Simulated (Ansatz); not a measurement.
How an unstable B structure lowers its energy

Theory: Ansatz, DFT PBEsol, scalar-relativistic, plane waves, PAW. All cells share a 420 eV cutoff and Γ-centred k meshes spaced at most 0.3 Å⁻¹ (0.19 for metals, 2π included).

The start was the fcc type (Fm-3m, No. 225), relaxed within its symmetry. A cell of 8 atoms (8 times the primitive one) was then disturbed at random, relaxed without symmetry and relaxed once more on a fine mesh. The k mesh leaves about 4 meV/atom of noise in metals.

Before:

```cif
data_structure
_symmetry_space_group_name_H-M 'Fm-3m'
_symmetry_Int_Tables_number 225
_cell_length_a 2.8562
_cell_length_b 2.8562
_cell_length_c 2.8562
_cell_angle_alpha 90.000
_cell_angle_beta 90.000
_cell_angle_gamma 90.000
_cell_volume 23.30
loop_
_atom_site_label
_atom_site_type_symbol
_atom_site_symmetry_multiplicity
_atom_site_Wyckoff_symbol
_atom_site_fract_x
_atom_site_fract_y
_atom_site_fract_z
_atom_site_occupancy
B1 B 4 a 0.00000 0.00000 0.00000 1
```

After:

```cif
data_structure
_symmetry_space_group_name_H-M 'C2/c'
_symmetry_Int_Tables_number 15
_cell_length_a 5.2523
_cell_length_b 3.2019
_cell_length_c 3.1599
_cell_angle_alpha 90.000
_cell_angle_beta 91.016
_cell_angle_gamma 90.000
_cell_volume 53.13
loop_
_atom_site_label
_atom_site_type_symbol
_atom_site_symmetry_multiplicity
_atom_site_Wyckoff_symbol
_atom_site_fract_x
_atom_site_fract_y
_atom_site_fract_z
_atom_site_occupancy
B1 B 8 f 0.34067 0.87555 0.81756 1
```

**Question.** Is this a distortion of the same structure or a reconstruction, and what lowers the energy?

**Answer.** A reconstruction, from Fm-3m (No. 225) to C2/c (No. 15). B–B bonds form, at 1.71 Å where the closest pair was 2.02 Å apart.

**Question.** What does it gain?

**Answer.** 1076 meV/atom, with the volume going from 5.83 to 6.64 Å³/atom.

This fcc form isn't the element's structure at ambient conditions.